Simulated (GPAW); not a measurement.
Crystal: Ge.

```xyz
2
Lattice="-2.5745 2.5745 1.3974 2.5745 -2.5745 1.3974 2.5745 2.5745 -1.3974" Properties=species:S:1:pos:R:3 pbc="T T T"
Ge    0.0000    0.0000    1.3974
Ge    2.5745    0.0000    0.6987
```

This isn't the form of Ge at room conditions, which is diamond.

- Program: GPAW 26.7.0
- Task: relaxation of cell and atoms
- Functional: PBEsol
- Dispersion: D4
- Potentials or basis: PAW data sets generated in the run's folder for this functional
- Cutoff: 600 eV
- Basis: pw
- k mesh: 11 × 11 × 11
- Occupations: fermi-dirac, width 0.05 eV
- Spin: no spin polarisation

At the start: pressure -2.6 GPa; volume 18.52 Å³/atom.

**Question.** How do energy, volume and symmetry change on relaxing?

**Answer.** Over 3 steps the energy falls by 4.8 meV/atom and the volume is 17.91 Å³/atom (-3.3 %); space group I4_1/amd (No. 141, to 0.05 Å).

Step by step:
```tsv
step	energy change (eV)	largest force (eV/Å)	pressure (GPa)	volume (Å³)
1	0.0000	0.0000	-2.59	37.05
2	-0.0034	0.0000	-2.11	36.81
3	-0.0096	0.0000	0.09	35.82
```

Final structure:
```cif
data_structure
_symmetry_space_group_name_H-M 'P 1'
_symmetry_Int_Tables_number 1
_cell_length_a 3.8575
_cell_length_b 3.8575
_cell_length_c 3.8575
_cell_angle_alpha 97.357
_cell_angle_beta 97.357
_cell_angle_gamma 138.065
_cell_volume 35.82
loop_
_atom_site_label
_atom_site_type_symbol
_atom_site_fract_x
_atom_site_fract_y
_atom_site_fract_z
_atom_site_occupancy
Ge1 Ge 0.50000 0.50000 0.00000 1
Ge2 Ge 0.25000 0.75000 0.50000 1
```

Caveat: later steps reuse the first step's grids; pairwise dispersion overbinds metals, which lowers pressure and volume.
